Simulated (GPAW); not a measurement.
Here is a GPAW 26.7.0 calculation.

The input run.py:

```python
from ase import Atoms
from ase.dft.bandgap import bandgap
from ase.io import write
from ase.units import GPa
from gpaw import GPAW, PW, setup_paths

setup_paths.insert(0, '.')

atoms = Atoms(['Ga', 'Ga', 'N', 'N'],
              cell=[[3.18, 0.0, 0.0],
                    [-1.59, 2.753960784, 0.0],
                    [0.0, 0.0, 5.166]],
              scaled_positions=[[0.6666666667, 0.3333333333, 0.5],
                                [0.3333333333, 0.6666666667, 0.0],
                                [0.6666666667, 0.3333333333, 0.875],
                                [0.3333333333, 0.6666666667, 0.375]],
              pbc=True)

calc = GPAW(mode=PW(800),
            xc='PBEsol',
            kpts={'size': (10, 10, 5), 'gamma': True},
            occupations={'name': 'fermi-dirac', 'width': 0.05},
            nbands=18,
            convergence={'density': 1e-05, 'energy': 1e-05},
            maxiter=150,
            txt='gpaw.txt')
atoms.calc = calc
energy = atoms.get_potential_energy()
forces = atoms.get_forces()
stress = atoms.get_stress()
calc.write('gs.gpw')
write('result.traj', atoms)
print(f'Energy: {energy:.6f} eV')
print('Forces (eV/A):')
print(forces.round(4))
print('Stress (GPa):', (stress / GPa).round(3))
print('Fermi level:', round(calc.get_fermi_level(), 4), 'eV')
print(f'Gap: {bandgap(calc)[0]:.4f} eV, direct: {bandgap(calc, direct=True)[0]:.4f} eV')
```

Potentials or basis: PAW data sets generated in the run's folder for this functional, pw.

Run with:

```console
$ gpaw-setup -f PBEsol Ga N
$ OMP_NUM_THREADS=1 python run.py
```

Problem. Predict the pressure.

Solution. 9.3 GPa.

Problem. What does it give for the band gap on the k mesh?

Solution. 2.03 eV, direct.

Problem. Estimate the largest force.

Solution. 0.177 eV/Å.

Stress tensor (GPa, compression positive):
```
 8.58  0.00  0.00
 0.00  8.58  0.00
 0.00  0.00 10.78
```

**The experiment to reproduce.**

From “Studying electronic properties in GaN without electrical contacts using γ-γ vs e−-γ Perturbed Angular Correlations”, 2019, pmc:6823545, for a bulk crystal of GaN: band gap 3.503 ± 0.005 eV (direct).

A measured gap of GaN is 3.503 eV (direct; quoted in “Studying electronic properties in GaN without electrical contacts using γ-γ vs e−-γ Perturbed Angular Correlations”, 2019, pmc:6823545); the calculated 2.03 eV misses it by -1.47 eV. Spin-orbit coupling on Ga is left out. The value is that of PBEsol, without temperature or zero-point motion. Semilocal functionals fall short of measured gaps as a rule.
